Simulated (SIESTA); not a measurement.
Set up this calculation in SIESTA 5.4.2, as an ASE script.

* Task: relaxation of cell and atoms
* Functional: PBEGcGxHEG
* Potentials or basis: SPMS 1.0 NC or PseudoDojo by element (PBE files)
* Basis: DZDP (energy shift 0.0075 Ry)
* Grid cutoff: 800 Ry
* Energy shift: 0.0075 Ry
* k mesh: 8 × 8 × 8
* Occupations: fermi-dirac, width 0.05 eV
* Spin: no spin polarisation
* force tolerance: 0.01 eV/Å
* Mixer: Broyden
* mixing weight: 0.5
* mixing history: 3

The structure of GaAs lies in POSCAR:

```
GaAs
1.0
    0.0000000000      2.8268500000      2.8268500000
    2.8268500000      0.0000000000      2.8268500000
    2.8268500000      2.8268500000      0.0000000000
As Ga
1 1
Direct
    0.7353530000      0.7488510000      0.7413960000
   -0.0182980000     -0.0134010000      0.0105660000
```

The cell isn't the ideal one: atoms moved at random, drawn with an rms of 0.15 Å.

One way to write it, as run:

run.py

```python
from ase.io import read
from ase.calculators.siesta import Siesta
from ase.units import Ry, GPa
from ase.optimize import BFGS
from ase.filters import FrechetCellFilter

atoms = read("POSCAR")

fdf = {
    'SCFMustConverge': False,
    'OccupationFunction': 'FD',
    'ElectronicTemperature': '0.05 eV',
    'MaxSCFIterations': '120',
    'SCF.Mixer.Method': 'Broyden',
    'SCF.Mixer.Weight': '0.5',
    'SCF.Mixer.History': '3',
    'SCF.DM.Tolerance': '5.0e-05',
    'SCF.H.Tolerance': '1.0e-03 eV',
    'WriteForces': 'true',
    'Charge.Mulliken': 'end',
}
calc = Siesta(
    label="GaAs",
    command="siesta < PREFIX.fdf > PREFIX.out",
    pseudo_path="pseudos",
    pseudo_qualifier="",
    xc=('GGA', 'PBEGcGxHEG'),
    basis_set="DZDP",
    mesh_cutoff=800 * Ry,
    energy_shift=0.0075 * Ry,
    kpts=[8, 8, 8],
    spin="non-polarized",
    fdf_arguments=fdf,
)
atoms.calc = calc

opt = BFGS(FrechetCellFilter(atoms), trajectory="relax.traj")
converged = opt.run(fmax=0.01, steps=40)
print("converged:", converged)
print("cell (A):", atoms.cell.cellpar().round(5))
print("scaled positions:")
print(atoms.get_scaled_positions().round(6))
print(f"energy = {atoms.get_potential_energy():.6f} eV")
free = atoms.get_potential_energy(force_consistent=True)
print(f"free energy = {free:.6f} eV")
print("forces (eV/A):")
print(atoms.get_forces(apply_constraint=False).round(6))
print("stress (GPa, Voigt order, tension positive):", (atoms.get_stress() / GPa).round(4))
```

Potentials or basis: SPMS 1.0 NC or PseudoDojo by element (PBE files), DZDP (energy shift 0.0075 Ry).

Launch:

```console
$ python run.py
```

It gave:

```
Relaxed volume                         : 22.93 Å³/atom
Relaxed cell                           : a = 4.018 Å, b = 4.018 Å, c = 4.018 Å, α = 59.99°, β = 60.00°, γ = 59.99°
Space group after relaxing (to 0.05 Å) : F-43m (No. 216)
Energy gained by relaxing              : 12.5 meV/atom
Ionic steps                            : 9
Pressure after relaxing                : 0.0 GPa
Largest force after relaxing           : 0.005 eV/Å
Band gap on the k mesh                 : 0.43 eV, direct
```

Caveat: semicore shells carry a single zeta, which can move pressures by several GPa and volumes by a few percent; the potentials were made for another functional, which shifts forces and pressure; the basis of atomic orbitals isn't converged, which shifts pressures, moduli and gaps.

Run time: 7.2 min on 1 thread of Arm Neoverse V2, with other jobs on the host, peak memory 0.35 GiB.
